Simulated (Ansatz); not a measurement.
An Ansatz input:

```yaml
crystal:
  lattice:
    - [5.5111357745, 0.0, 0.0]
    - [-2.7555678873, 4.7727835844, 0.0]
    - [0.0, 0.0, 3.2404572417]
  atoms:
    - { symbol: Te, position: [0.0, 0.0, 0.0] }
    - { symbol: Te, position: [0.3333333333, 0.6666666667, 0.5] }
    - { symbol: Te, position: [0.6666666667, 0.3333333333, 0.5] }
hamiltonian:
  xc: revpbe
  pseudopotentials:
    kind: paw
    azcp:
      Te: "pseudopotentials/Te.paw.azcp"
basis:
  ecutwfc: 420
  fft_grid_basis: typed
kpoints:
  mp_grid: { grid: [8, 8, 11], shift: [0, 0, 0] }
magnetization:
  spin_polarized: false
scf:
  occupations: { method: fermi_dirac, width: 0.1 }
  lower_state_search: "off"
output:
  stress: true
  write_density: true
  write_potential: true
  elf: true
  volumetric_format: npy
```

Terminal output

```
Engine: ansatz 0.2.0, x86_64-unknown-linux-gnu
Pseudopotentials: kind: paw
Pseudopotential: Te, paw, valence charge 16, recommended cutoff 420 eV (normal) 
Functional definition: revPBE
  parameter kappa = 1.245
  parameter beta = 0.06672455060314922
  exchange = pbe_x(kappa = kappa, mu = beta*pi^2/3)
  correlation = pbe_c(beta = beta)
Crystal: 3 atoms, lattice volume = 85.235 Å³
Basis set: ecut = 420 eV, 1697 PW (Γ)
Bands: 29, of which v1, the nominal top of the filled ones, is band 24 counted from 1 (23 counted from 0)
Symmetry: 24 space group operations
Space group: P6/mmm (ITA 191), of the structure as read, at distance tolerance 4.4e-5 Å
k-points: 60 of 704
Non-local potential: Te, projectors of the file, l = 0: 2, l = 1: 2, l = 2: 2, l = 3: 2
PAW form: soft (Blöchl's): semilocal exchange-correlation on the pseudo side does not see the compensation charge
PAW frozen core: Te, regenerated for the run's functional, and the local potential with it (the file was generated under x = pbe(κ = 0.804, μ = 0.2195149727645171), c = pbe(β = 0.06672455060314922))
PAW one-centre angular grid: Te, 590 points (default); XC on 64 Gauss nodes
Initial density: superposition of atomic densities (neutral atoms: chi_scale 0, normalization atom), corrected by the library's trained network
Initial wavefunctions: pseudopotential atomic-orbital guess
Functional: x = revpbe(κ = 1.245, μ = 0.2195149727645171), c = pbe(β = 0.06672455060314922)
SCF iter   1: F=—  HF=-20957.674091 eV  |F-HF|=—  |Δ(HF+E_count)|=         —  Δρ=1.99e-3  dr2=2.82e-3  ethr=1.77e-3  ⟨swp⟩=7.2  Hψ=7753  notcnv=0
SCF iter   2: F=—  HF=-20957.672056 eV  |F-HF|=—  |Δ(HF+E_count)|=   2.03e-3  Δρ=1.20e-3  dr2=1.17e-3  ethr=5.87e-6  ⟨swp⟩=2.2  Hψ=3571  notcnv=0
SCF iter   3: F=—  HF=-20957.672448 eV  |F-HF|=—  |Δ(HF+E_count)|=   3.93e-4  Δρ=4.03e-4  dr2=1.31e-4  ethr=2.45e-6  ⟨swp⟩=2.0  Hψ=2273  notcnv=0
SCF iter   4: F=—  HF=-20957.672479 eV  |F-HF|=—  |Δ(HF+E_count)|=   3.02e-5  Δρ=9.57e-5  dr2=8.35e-6  ethr=2.73e-7  ⟨swp⟩=2.0  Hψ=2282  notcnv=0
SCF iter   5: F=—  HF=-20957.672481 eV  |F-HF|=—  |Δ(HF+E_count)|=   2.43e-6  Δρ=2.90e-5  dr2=9.74e-7  ethr=1.74e-8  ⟨swp⟩=2.0  Hψ=3196  notcnv=0
SCF iter   6: F=—  HF=-20957.672481 eV  |F-HF|=—  |Δ(HF+E_count)|=   1.65e-8  Δρ=8.60e-6  dr2=1.43e-7  ethr=2.03e-9  ⟨swp⟩=2.4  Hψ=3137  notcnv=0
SCF iter   7: F=-20957.672481 eV  HF=-20957.672481 eV  |F-HF|=3.56e-9  |Δ(HF+E_count)|=   1.44e-8  Δρ=3.29e-6  dr2=1.21e-8  ethr=2.08e-10  ⟨swp⟩=10.6  Hψ=11498  notcnv=0
SCF 1 converged in 7 iterations: F = -20957.672481 eV  dr2 = 1.21e-8
SCF converged after 7 iterations
Free energy (F): -20957.672481 eV
Harris-Foulkes:  -20957.672481 eV  (|F-HF|=3.56e-9)
Internal energy: -20957.592475 eV  (E = F + TS)
E sigma→0 (E₀):  -20957.632478 eV
Entropy (-TS):   -0.080006 eV (-26.669 meV/atom)
Fermi energy:    11.413117 eV
--- Per-component energies (eV) ---
  E_band       = -675.703671
  E_kinetic    = 539.834703
  E_local      = -3087.077709  (includes V_loc(G=0)·N_el)
  E_nonlocal   = -933.998290
  E_hartree    = 2126.526570
  E_xc         = -372.714670
  E_vxc        = -311.557237  (∫ρ·V_xc dr)
  E_paw        = -14004.288963  (= ΣΔE_a)
  E_vpaw       = -1135.955669  (= ΣTr[D̂ρ^β])
  E_aug_tail   = -0.000524  (compensation charges beyond the density's cutoff)
  E_ewald      = -5225.790130
  E_core_change = -0.083463  (= ΣΔE_core)
  E_smearing   = -0.080006  (= −TS)
  E_closure    = -0.000000  (closes the sum)
  Σ components = -20957.672481   (vs F -20957.672481, Δ=0.00e0)
--- Stress (GPa, compression-positive) ---
        2.709399      -0.000000       0.000000
       -0.000000       2.709399       0.000000
        0.000000       0.000000       0.643866
  P = ⅓ Tr σ = 2.0209 GPa (20.209 kbar)
--- Band table (eV; the first three rows and the last of 60) ---
  k-point 0: bands = ["-26.1889", "-26.1781", "-26.1781", "-26.1642", "-26.1552", "-26.1552", "-26.1550", "-26.1550", "-26.1442", "-26.1442", "-25.6941", "-25.6429", "-25.6429", "-25.5867", "-25.5867", "-2.6259", "0.8391", "0.8521", "6.6866", "6.6866", "7.1473", "7.1473", "11.7494", "14.1721", "14.1721", "14.6003", "14.8045", "16.5822", "20.7101"]
  k-point 1: bands = ["-26.1849", "-26.1780", "-26.1780", "-26.1601", "-26.1561", "-26.1561", "-26.1552", "-26.1552", "-26.1452", "-26.1452", "-25.6900", "-25.6440", "-25.6440", "-25.5865", "-25.5865", "-2.5213", "0.9210", "0.9337", "6.7769", "6.7769", "7.2620", "7.2620", "10.7758", "13.7844", "13.9496", "14.1075", "14.1075", "17.7959", "20.1321"]
  k-point 2: bands = ["-26.1777", "-26.1777", "-26.1742", "-26.1591", "-26.1591", "-26.1550", "-26.1550", "-26.1492", "-26.1479", "-26.1479", "-25.6789", "-25.6469", "-25.6469", "-25.5862", "-25.5862", "-2.2126", "1.1047", "1.2091", "7.0362", "7.0362", "7.6031", "7.6031", "9.0778", "12.1326", "12.2253", "13.8289", "13.8289", "18.2845", "18.2845"]
  k-point 59: bands = ["-26.1890", "-26.1734", "-26.1699", "-26.1670", "-26.1638", "-26.1617", "-26.1555", "-26.1420", "-26.1233", "-26.1209", "-25.6565", "-25.6565", "-25.6430", "-25.5855", "-25.5854", "0.5545", "0.9018", "1.3430", "5.7183", "6.0915", "6.5642", "9.0583", "10.1339", "10.5591", "10.9068", "11.5785", "13.7395", "15.4539", "18.0631"]
```
